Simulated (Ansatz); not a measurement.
PtS2

Method: PBE with spin–orbit coupling; two-component spinors; PAW, 420 eV, Γ-centred 8×8×4 mesh, 0.05 eV Gaussian smearing; code Ansatz. The datasets are Ansatz's generated set soft_2.

```
Pt S
1.0
     3.57502    0.00000    0.00000
    -1.78751    3.09606    0.00000
     0.00000    0.00000    6.42984
Pt S
1 2
Direct
  0.00000 0.00000 0.00000
  0.33333 0.66667 0.19137
  0.66667 0.33333 0.80863
```

The chain of runs began from a cell as deposited in COD, expanded in volume. Of that entry: the entry's cell lengths or inner coordinates differ somewhat from later room-temperature determinations. The relaxation kept the space group but changed the cell's proportions, one axis by 17 % at equal volume, so the results may not describe the measured structure. The database's entry of this formula in the relaxed cell's space group, P-3m1, has axes of 3.543 × 3.543 × 5.039 Å and 18.26 Å³/atom (1965), the relaxed one 3.575 × 3.575 × 6.430 Å and 23.72.

The cell is relaxed to zero pressure at this level.

The cell has space group P-3m1 (read at 0.01 Å). In it the stress is -0.01, -0.01, 0.03, 0.00, 0.00, 0.00 GPa and the largest force component 0.001 eV/Å. Each change below starts from this cell, without further relaxation. Stress is in GPa, positive in compression, in the order xx, yy, zz, yz, xz, xy; energies are counted from the cell above.

Problem. What happens when atom 2 (S) is moved by 0.12 Å along z?

Solution. The energy changes by 71.7 meV per cell, and the force on it along the shift is -1.154 eV/Å (−F/u = 9.62 eV/Å²). Stress: -2.85, -2.85, -3.97, 0.00, 0.00, 0.00. The gap on the mesh goes from 1.49 eV to 1.32 eV.
```
atom  Fx (eV/Å)     Fy      Fz
 Pt1      0.000  0.000   0.969
  S2      0.000  0.000  -1.154
  S3      0.000  0.000   0.185
```
In a harmonic crystal the energy would rise by −½F·u = ½ × 9.62 × 0.12² eV = 69.3 meV, close to the run's value; the rest is anharmonic or numerical.

Problem. What stress follows from an engineering strain of -2 % in xy, atoms carried along?

Solution. 0.05, 0.02, 0.06, -0.02, -0.66, 1.33 GPa; the energy changes by 5.9 meV per cell. The gap on the mesh goes from 1.49 eV to 1.41 eV.
```tsv
atom	Fx (eV/Å)	Fy	Fz
Pt1	0.000	0.000	0.000
S2	-0.118	-0.004	0.007
S3	0.118	0.004	-0.007
```
The change of the stress over the strain gives a clamped-atom stiffness of about 67 GPa for this component.
In a harmonic crystal the energy would rise by V(½Cε² − σ₀ε), with σ₀ the stress of the unstrained cell, = 5.9 meV, which matches.

Semilocal functionals underestimate band gaps, commonly by a third or more. The structure is built of weakly bound layers, and this functional has no dispersion term, so their spacing and all that hangs on it (volume, the soft elastic constants, low modes, dielectric constants) are poorly given.
